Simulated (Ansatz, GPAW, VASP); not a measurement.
## One calculation of Ir, 3 ways

```
CELL_PARAMETERS angstrom
0.00000 1.91560 1.91560
1.91560 0.00000 1.91560
1.91560 1.91560 0.00000
ATOMIC_POSITIONS crystal
Ir 0.00000 0.00000 0.00000
```

Alike in all runs: task single point; functional RPBE; k mesh 12 × 12 × 12; occupations gaussian, width 0.02 eV; no spin polarisation; no spin-orbit coupling. Pressure is positive in compression and, in plane waves, holds the error of the finite cutoff.

| program and potentials | plane-wave cutoff (eV) | notes | band gap (eV) | pressure (GPa) |
| --- | --- | --- | --- | --- |
| Ansatz, all-electron LAPW, scalar-relativistic | - | - | no gap | 15.30 |
| GPAW, the program's PAW data sets (release 1.2.1) made for this functional | 600 | 15 valence electrons an atom on average | no gap | 14.71 |
| VASP, PBE PAW files Ir, 520 eV | 520 | potentials made for PBE; 9 valence electrons an atom on average | no gap | 15.74 |

None finds a gap. The pressure spans 14.71 (GPAW, the program's PAW data sets (release 1.2.1) made for this functional) to 15.74 GPa (VASP, PBE PAW files Ir, 520 eV), with all-electron results at 15.30. The cell lies far from this level's equilibrium.

The functional is the same throughout but for its coding, so the spread measures potentials, basis and numerics; runs on potential files found faulty are left out.

All three calculations describe iridium as a metal under compression, and their differences in pressure are small beside the pressure itself. The metallic result follows from electron counting: with one atom and an odd number of electrons per primitive cell, spin-degenerate bands cannot all be completely filled or empty. The states at the Fermi level belong mainly to the broad, partly filled d band.

The cell is close to the experimental lattice parameter, so the positive pressure probably reflects the known tendency of RPBE to underbind heavy transition metals and favour too large a volume. Iridium's strong d bonding makes it very stiff, so even a modest error in equilibrium lattice parameter appears as a large pressure. The two PAW results lie on either side of the all-electron value, which gives no sign of a common PAW bias, and their difference cannot be assigned to the number of valence electrons alone. A single volume determines neither the equilibrium lattice parameter nor the bulk modulus.
